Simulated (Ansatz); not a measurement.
AlO under changes of volume

One of the cells (10.618 Å³/atom); the others are scaled copies at fixed shape and fractional positions:

```
Al O
1.0
     2.76919    0.00000    0.00000
     0.00000    2.76919    0.00000
     0.00000    0.00000    2.76919
Al O
1 1
Direct
  0.50000 0.50000 0.50000
  0.00000 0.00000 0.00000
```

The cell was built by a generator and needn't be a form met in nature.

```yaml
Program: Ansatz 0.2.0
Functional: PBE
Potentials_or_basis: Ansatz PAW earlier set
Cutoff: "930 eV (not typed: the program's choice for these potentials)"
k_mesh: 10 × 10 × 10
Occupations: fermi-dirac, width 0.05 eV
Spin: no spin polarisation
```

```csv
volume (Å³/atom),energy over the lowest point (meV/atom),pressure (GPa)
9.981,?,?
10.193,7.30,5.8
10.405,1.74,2.8
10.618,0.00,0.0
10.830,1.74,-2.5
11.042,6.65,-4.7
11.255,14.44,-6.8
```

Q: What does the run at 9.981 Å³/atom give?

A: Energy over the lowest point 17.01 meV/atom; pressure 9.1 GPa.

Worked out: A Birch-Murnaghan fit of order 3 (a polynomial in V^(-2/3)) to the other rows has its minimum at 10.61 Å³/atom with B0 = V·E''(V) = 131 GPa and B' = 3.9. It gives 17.08 meV/atom at 9.981 Å³/atom, against the run's 17.01, and -dE/dV = 9.1 GPa, against 9.1.

Energies are extrapolated to zero smearing.

Caveats: an odd number of electrons without spin polarisation forces a metal; a magnetic or distorted state may lie lower.
